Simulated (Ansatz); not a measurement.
# Ni (P6_3/mmc) in Ansatz: a series of runs

One crystal, Ni, is run at these levels: PBE; tasks: single point.

Program: Ansatz 0.2.0. These are calculated values, not measurements. Logs are shortened: lines on timing, memory, paths and dates and some standing lists are left out, and cuts for length are marked.

### Step 1. The crystal as given

The structure is hexagonal, space group P6_3/mmc (No. 194). The conventional cell has a = 2.448 Å, b = 2.448 Å, c = 4.073 Å, α = 90.00°, β = 90.00°, γ = 120.00°. Around Ni (site symmetry -6m2) lie 12 Ni at 2.45 to 2.48 Å.

This isn't the form of Ni at room conditions, which is fcc.

### Step 2. Single point, PBE, collinear spin, ferromagnetic start, 9.93 Å³/atom (volume scaled by 0.94)

File input.yaml:

```yaml
crystal:
  lattice:
    - [2.3980492245, 0.0, 0.0]
    - [-1.1990246123, 2.076771548, 0.0]
    - [0.0, 0.0, 3.989665719]
  atoms:
    - { symbol: Ni, position: [0.6666666667, 0.3333333333, 0.75], spin: 1.0 }
    - { symbol: Ni, position: [0.3333333333, 0.6666666667, 0.25], spin: 1.0 }
kpoints:
  mp_grid: { grid: [12, 12, 7] }
scf:
  occupations: { method: fermi_dirac, width: 0.05 }
hamiltonian:
  xc: pbe
  pseudopotentials: { kind: all_electron, lapw: { basis_error: 0.0005 } }
magnetization:
  spin_polarized: true
output:
  forces: true
  stress: true
  eigenvalues: true
```

Potentials or basis: all-electron LAPW, scalar-relativistic.

Launch:

```sh
$ ansatz run input.yaml --threads 2 --pin off --max-ram 6144MiB --backend cpu --events-out ev --progress --plain --runs-dir out
```

Output:

```text
Warning: RAYON_NUM_THREADS=2 ignored (pool sized by the plan → 2); use --threads N
LAPW: plane waves up to 9.778 Å⁻¹, error target 5.0e-4 eV per atom; small_component_spin mean_spin; Ni in spheres of 1.199 Å, 18 of its electrons in bands, Dirac shells [] (how accurate: hamiltonian.pseudopotentials.lapw.basis_error, Limitations)
Engine: ansatz 0.2.0, aarch64-unknown-linux-gnu
Pseudopotentials: kind: all_electron
Pseudopotential: Ni, LAPW, valence charge 18, lapw/all_electron/scalar/gaussian/Ni, Koelling and Harmon's equation, gaussian nucleus
Functional definition: PBE
  parameter kappa = 0.804
  parameter beta = 0.06672455060314922
  exchange = pbe_x(kappa = kappa, mu = beta*pi^2/3)
  correlation = pbe_c(beta = beta)
Crystal: 2 atoms, lattice volume = 19.869 Å³
Basis set: ecut = 364.30274950471824 eV, 313 PW (Γ), exchange–correlation at level 2
Bands: 23, of which v1, the nominal top of the filled ones, is band 18 counted from 1 (17 counted from 0)
Symmetry: 24 space group operations
Space group: P63/mmc (ITA 194), of the structure as read, at distance tolerance 2.7e-5 Å
Magnetic group: BNS 194.263 (UNI 1493), of the structure as read, at distance tolerance 2.7e-5 Å
k-points: 76 of 1008
Non-local potential: Ni, projectors of the file, none
Initial density: superposition of atomic densities (chi_scale 0.1, normalization cell)
Starting moments: Σ|m| = 2 μB on 2 of 2 sites
Initial wavefunctions: plane waves of lowest kinetic energy (no species holds an atomic orbital)
Functional: x = pbe(κ = 0.804, μ = 0.2195149727645171), c = pbe(β = 0.06672455060314922)
iter 1 solved again at ethr=2.20e-5 eV; its pass at ethr=1.00e-1 eV (dr2=7.91e-3 eV) is discarded
SCF iter   1: F=—  HF=-82765.521794 eV  |F-HF|=—  |Δ(HF+E_count)|=         —  Δρ=1.84e-2 (↑1.78e-2 ↓1.84e-2)  dr2=7.87e-3  dr2_m=5.73e-2  M=1.330 μB ∫|m|=1.410 μB  β_m=0.30  ethr=2.20e-5  ⟨swp⟩=3.5  Hψ=27467  notcnv=0
Mixer restart at iter 1: flushing history
preconditioner: auto → none  [metal: Δε(μ)=0.003 eV  Ē_g=10.939 eV  σ=0.050 eV  W_gap=0.01  n_scr=2 (ndim 8)  ℏωp=37.3 eV  f_vac=0.000  D(μ)=4.06/eV (n_scr^D=72)  sad-step TF]
SCF iter   2: F=—  HF=-82765.530989 eV  |F-HF|=—  |Δ(HF+E_count)|=   9.19e-3  Δρ=1.37e-2 (↑1.32e-2 ↓1.37e-2)  dr2=5.24e-3  dr2_m=3.16e-2  M=1.301 μB ∫|m|=1.398 μB  β_m=0.65  ethr=2.19e-5  ⟨swp⟩=2.0  Hψ=9843  notcnv=0
iter 3 solved again at ethr=1.50e-7 eV; its pass at ethr=1.46e-5 eV (dr2=5.40e-5 eV) is discarded
SCF iter   3: F=—  HF=-82765.541998 eV  |F-HF|=—  |Δ(HF+E_count)|=   1.10e-2  Δρ=5.33e-4 (↑4.80e-4 ↓5.33e-4)  dr2=5.36e-5  dr2_m=3.07e-5  M=1.232 μB ∫|m|=1.385 μB  β_m=0.78  ethr=1.50e-7  ⟨swp⟩=2.4  Hψ=17903  notcnv=0
SCF iter   4: F=—  HF=-82765.542115 eV  |F-HF|=—  |Δ(HF+E_count)|=         —  Δρ=1.59e-4 (↑1.59e-4 ↓1.06e-4)  dr2=5.28e-6  dr2_m=1.65e-6  M=1.235 μB ∫|m|=1.389 μB  β_m=0.79  ethr=1.49e-7  ⟨swp⟩=2.2  Hψ=9876  notcnv=0
the basis was enlarged: its passes take 960.9 KiB over the memory plan, 2 of 2 planned eigensolver slots
SCF iter   5: F=—  HF=-82765.542154 eV  |F-HF|=—  |Δ(HF+E_count)|=   3.91e-5  Δρ=1.57e-4 (↑4.03e-5 ↓1.57e-4)  dr2=2.70e-6  dr2_m=6.65e-7  M=1.236 μB ∫|m|=1.392 μB  β_m=0.79  ethr=1.47e-8  ⟨swp⟩=3.0  Hψ=11424  notcnv=0
SCF iter   6: F=—  HF=-82765.542131 eV  |F-HF|=—  |Δ(HF+E_count)|=   2.28e-5  Δρ=2.47e-5 (↑2.47e-5 ↓2.37e-5)  dr2=8.16e-8  dr2_m=7.54e-8  M=1.236 μB ∫|m|=1.393 μB  β_m=0.90  ethr=7.50e-9  ⟨swp⟩=3.0  Hψ=11323  notcnv=0
SCF iter   7: F=—  HF=-82765.542133 eV  |F-HF|=—  |Δ(HF+E_count)|=   1.75e-6  Δρ=5.20e-6 (↑3.05e-6 ↓5.20e-6)  dr2=5.18e-9  dr2_m=1.26e-9  M=1.237 μB ∫|m|=1.394 μB  β_m=0.83  ethr=2.27e-10  ⟨swp⟩=3.0  Hψ=11285  notcnv=0
SCF iter   8: F=—  HF=-82765.542133 eV  |F-HF|=—  |Δ(HF+E_count)|=  6.11e-10  Δρ=9.19e-7 (↑9.19e-7 ↓8.60e-7)  dr2=1.03e-10  dr2_m=9.35e-11  M=1.237 μB ∫|m|=1.394 μB  β_m=0.86  ethr=1.44e-11  ⟨swp⟩=3.0  Hψ=10636  notcnv=0
SCF iter   9: F=-82765.542133 eV  HF=-82765.542133 eV  |F-HF|=2.91e-11  |Δ(HF+E_count)|=   1.06e-9  Δρ=3.24e-7 (↑1.87e-7 ↓3.24e-7)  dr2=4.64e-12  dr2_m=1.03e-11  M=1.237 μB ∫|m|=1.394 μB  ethr=1.31e-12 (applied; sched 1.00e-12)  ⟨swp⟩=2.9  Hψ=10176  notcnv=0
SCF 1 converged in 9 iterations: F = -82765.542133 eV  dr2 = 4.64e-12
SCF converged after 9 iterations
Magnetization: 1.2366 μB (18.6183 up, 17.3817 down)
Absolute magnetization: 1.3943 μB (∫|ρ↑−ρ↓|)
Spin contamination: 0.0113 ħ² per cell (⟨S²⟩ above its minimum at these occupations)
Per-site moments (μB) at R_I (Å): [(0.6418107002501277, 1.199024594399718), (0.6418107002501277, 1.199024594399718)]
Free energy (F): -82765.542133 eV
Harris-Foulkes:  -82765.542133 eV  (|F-HF|=2.91e-11)
Internal energy: -82765.509250 eV  (E = F + TS)
E sigma→0 (E₀):  -82765.525691 eV
Entropy (-TS):   -0.032884 eV (-16.442 meV/atom)
Fermi energy:    20.509468 eV
--- Per-component energies (eV) ---
  E_band       = -492.654697
  E_kinetic    = 84099.570027
  E_xc         = -3463.449267
  E_electrostatic = -163401.630009  (all electrons and nuclei)
  E_smearing   = -0.032884  (= −TS)
  E_closure    = 0.000000  (closes the sum)
  E_atoms      = -82751.511807  (free atoms, spherical and without spin; not in F)
  Σ components = -82765.542133   (vs F -82765.542133, Δ=0.00e0)
  Basis errors (estimates in eV, not in F): energy 1.2e-4 per atom: plane waves 1.0e-4 (5.2e-5 summed), levels above the bands 2.8e-89, relativity 6.5e-9, radial functions 1.7e-5, core shells 6.3e-10; eigenvalues (radial functions only) 4.9e-7; not estimated: angular momenta, meshes, grids; target (lapw.basis_error) 5.0e-4; muffin-tin radii Ni 1.199 Å
--- Forces (eV/Å), atoms counted from 1 ---
  atom   1  Ni    -0.00000000    -0.00000000     0.00000000
  atom   2  Ni     0.00000000     0.00000000     0.00000000
  max |Σ_I F_I| component: 9.25e-18 eV/Å
--- Stress (GPa, compression-positive) ---
       25.256563       0.000000       0.000000
        0.000000      25.256563       0.000000
        0.000000       0.000000      20.599965
  P = ⅓ Tr σ = 23.7044 GPa (237.044 kbar)
--- Band table (eV; the first three rows and the last of 152) ---
  k-point 0 ↑: bands = ["-83.3292", "-83.2825", "-43.7995", "-43.5901", "-43.5901", "-43.5514", "-43.5514", "-43.5098", "10.7151", "15.0520", "17.7227", "17.8985", "17.8985", "18.1936", "18.1936", "18.7622", "18.7622", "19.7150", "19.7959", "19.7959", "26.5041", "43.8570", "46.2522"]
  k-point 1 ↑: bands = ["-83.3269", "-83.2849", "-43.7853", "-43.5882", "-43.5882", "-43.5533", "-43.5533", "-43.5243", "10.9231", "14.9557", "17.6722", "17.8662", "17.8662", "18.1481", "18.1481", "18.8626", "18.8626", "19.0248", "19.7786", "19.7786", "27.6640", "43.6277", "44.5386"]
  k-point 2 ↑: bands = ["-83.3205", "-83.2913", "-43.7455", "-43.5828", "-43.5828", "-43.5649", "-43.5587", "-43.5587", "11.5301", "14.5230", "17.5438", "17.8249", "17.8249", "17.9527", "18.0375", "18.0375", "19.0934", "19.0934", "19.7109", "19.7109", "30.2734", "40.6763", "44.0951"]
  k-point 75 ↓: bands = ["-82.4424", "-82.4424", "-42.9830", "-42.9830", "-42.9473", "-42.9285", "-42.7913", "-42.7913", "17.0403", "17.1052", "17.1052", "17.1411", "17.9350", "17.9350", "19.1860", "19.4220", "20.5746", "20.5746", "26.6002", "26.6002", "27.6382", "28.9593", "30.7318"]
```

Run time: 26 s. Hardware: 2 threads of Arm Neoverse V1, shared host; peak memory 0.54 GiB.

What came out:

```yaml
Free_energy: -82765.5421 eV
Pressure: 23.7 GPa
Band_gap_on_the_k_mesh: none (metal or under the smearing width)
Net_moment: 1.24 μB per cell
Absolute_moment: 1.39 μB per cell
Site_moments: Ni +0.64 μB
```

### Step 3. Single point, PBE, collinear spin, ferromagnetic start, 10.15 Å³/atom (volume scaled by 0.96)

input.yaml, as its differences from that of step 2:

```diff
@@ -2,5 +2,5 @@
   lattice:
-    - [2.3980492245, 0.0, 0.0]
-    - [-1.1990246123, 2.076771548, 0.0]
-    - [0.0, 0.0, 3.989665719]
+    - [2.4149374515, 0.0, 0.0]
+    - [-1.2074687258, 2.0913971816, 0.0]
+    - [0.0, 0.0, 4.0177628822]
   atoms:
```

Potentials or basis: all-electron LAPW, scalar-relativistic.

Launch:

```sh
$ ansatz run input.yaml --threads 2 --pin off --max-ram 6144MiB --backend cpu --events-out ev --progress --plain --runs-dir out
```

Run time: 28 s. Hardware: 2 threads of Arm Neoverse V1, shared host; peak memory 0.56 GiB.

Results (log left out):

- Free energy: -82765.5965 eV
- Pressure: 17.6 GPa
- Band gap on the k mesh: none (metal or under the smearing width)
- Net moment: 1.26 μB per cell
- Absolute moment: 1.42 μB per cell
- Site moments: Ni +0.65 μB

### Step 4. Single point, PBE, collinear spin, ferromagnetic start, 10.36 Å³/atom (volume scaled by 0.98)

input.yaml, as its differences from that of step 3:

```diff
@@ -2,5 +2,5 @@
   lattice:
-    - [2.4149374515, 0.0, 0.0]
-    - [-1.2074687258, 2.0913971816, 0.0]
-    - [0.0, 0.0, 4.0177628822]
+    - [2.4315927189, 0.0, 0.0]
+    - [-1.2157963594, 2.1058210663, 0.0]
+    - [0.0, 0.0, 4.0454724674]
   atoms:
```

Launch:

```sh
$ ansatz run input.yaml --threads 2 --pin off --max-ram 6144MiB --backend cpu --events-out ev --progress --plain --runs-dir out
```

Run time: 26 s. Hardware: 2 threads of Arm Neoverse V1, shared host; peak memory 0.56 GiB.

It converged, with:

```
Free energy            : -82765.6355 eV
Pressure               : 12.1 GPa
Band gap on the k mesh : none (metal or under the smearing width)
Net moment             : 1.28 μB per cell
Absolute moment        : 1.45 μB per cell
Site moments           : Ni +0.67 μB
```

### Step 5. Single point, PBE, collinear spin, ferromagnetic start, 10.57 Å³/atom

input.yaml, as its differences from that of step 4:

```diff
@@ -2,5 +2,5 @@
   lattice:
-    - [2.4315927189, 0.0, 0.0]
-    - [-1.2157963594, 2.1058210663, 0.0]
-    - [0.0, 0.0, 4.0454724674]
+    - [2.4480228978, 0.0, 0.0]
+    - [-1.2240114489, 2.1200500186, 0.0]
+    - [0.0, 0.0, 4.07280757]
   atoms:
```

Launch:

```sh
$ ansatz run input.yaml --threads 2 --pin off --max-ram 6144MiB --backend cpu --events-out ev --progress --plain --runs-dir out
```

Run time: 24 s. Hardware: 2 threads of Arm Neoverse V1, shared host; peak memory 0.55 GiB.

Results (log left out):

- Free energy: -82765.6610 eV
- Pressure: 7.3 GPa
- Band gap on the k mesh: none (metal or under the smearing width)
- Net moment: 1.30 μB per cell
- Absolute moment: 1.47 μB per cell
- Site moments: Ni +0.68 μB

### Step 6. Single point, PBE, collinear spin, ferromagnetic start, 10.78 Å³/atom (volume scaled by 1.02)

input.yaml, as its differences from that of step 5:

```diff
@@ -2,5 +2,5 @@
   lattice:
-    - [2.4480228978, 0.0, 0.0]
-    - [-1.2240114489, 2.1200500186, 0.0]
-    - [0.0, 0.0, 4.07280757]
+    - [2.4642354424, 0.0, 0.0]
+    - [-1.2321177212, 2.1340904941, 0.0]
+    - [0.0, 0.0, 4.0997805916]
   atoms:
```

Potentials or basis: all-electron LAPW, scalar-relativistic.

Launch:

```sh
$ ansatz run input.yaml --threads 2 --pin off --max-ram 6144MiB --backend cpu --events-out ev --progress --plain --runs-dir out
```

Run time: 25 s. Hardware: 2 threads of Arm Neoverse V1, shared host; peak memory 0.56 GiB.

Results (log left out):

* Free energy: -82765.6743 eV
* Pressure: 2.9 GPa
* Band gap on the k mesh: none (metal or under the smearing width)
* Net moment: 1.32 μB per cell
* Absolute moment: 1.50 μB per cell
* Site moments: Ni +0.68 μB

### Step 7. Single point, PBE, collinear spin, ferromagnetic start, 10.99 Å³/atom (volume scaled by 1.04)

input.yaml, as its differences from that of step 6:

```diff
@@ -2,5 +2,5 @@
   lattice:
-    - [2.4642354424, 0.0, 0.0]
-    - [-1.2321177212, 2.1340904941, 0.0]
-    - [0.0, 0.0, 4.0997805916]
+    - [2.4802374197, 0.0, 0.0]
+    - [-1.2401187098, 2.1479486129, 0.0]
+    - [0.0, 0.0, 4.1264032895]
   atoms:
```

Launch:

```sh
$ ansatz run input.yaml --threads 2 --pin off --max-ram 6144MiB --backend cpu --events-out ev --progress --plain --runs-dir out
```

Run time: 25 s. Hardware: 2 threads of Arm Neoverse V1, shared host; peak memory 0.56 GiB.

Results (log left out):

- Free energy: -82765.6767 eV
- Pressure: -1.0 GPa
- Band gap on the k mesh: none (metal or under the smearing width)
- Net moment: 1.33 μB per cell
- Absolute moment: 1.51 μB per cell
- Site moments: Ni +0.69 μB

### Step 8. Single point, PBE, collinear spin, ferromagnetic start, 11.20 Å³/atom (volume scaled by 1.06)

input.yaml, as its differences from that of step 7:

```diff
@@ -2,5 +2,5 @@
   lattice:
-    - [2.4802374197, 0.0, 0.0]
-    - [-1.2401187098, 2.1479486129, 0.0]
-    - [0.0, 0.0, 4.1264032895]
+    - [2.4960355362, 0.0, 0.0]
+    - [-1.2480177681, 2.1616301831, 0.0]
+    - [0.0, 0.0, 4.1526868216]
   atoms:
```

Launch:

```sh
$ ansatz run input.yaml --threads 2 --pin off --max-ram 6144MiB --backend cpu --events-out ev --progress --plain --runs-dir out
```

Wall time 25 s (2 threads of Arm Neoverse V1, shared host); peak memory 0.56 GiB.

The run converged. Its results:

| Item | Value |
| --- | --- |
| Free energy | -82765.6694 eV |
| Pressure | -4.5 GPa |
| Band gap on the k mesh | none (metal or under the smearing width) |
| Net moment | 1.34 μB per cell |
| Absolute moment | 1.53 μB per cell |
| Site moments | Ni +0.70 μB |

### Step 9. The reference run

An earlier run on the cell as given: functional PBE; potentials or basis all-electron LAPW, scalar-relativistic; cutoff 323 eV (chosen from the basis error); basis error allowed 0.001 eV/atom; k mesh 12 × 12 × 7; occupations fermi-dirac, width 0.05 eV; collinear spin, ferromagnetic start; starting moments [1.0, 1.0] μB.

* Pressure: 7.3 GPa
* Band gap on the k mesh: none (metal or under the smearing width)
* Net moment: 1.30 μB per cell
* Absolute moment: 1.47 μB per cell
* Site moments: Ni +0.68 μB
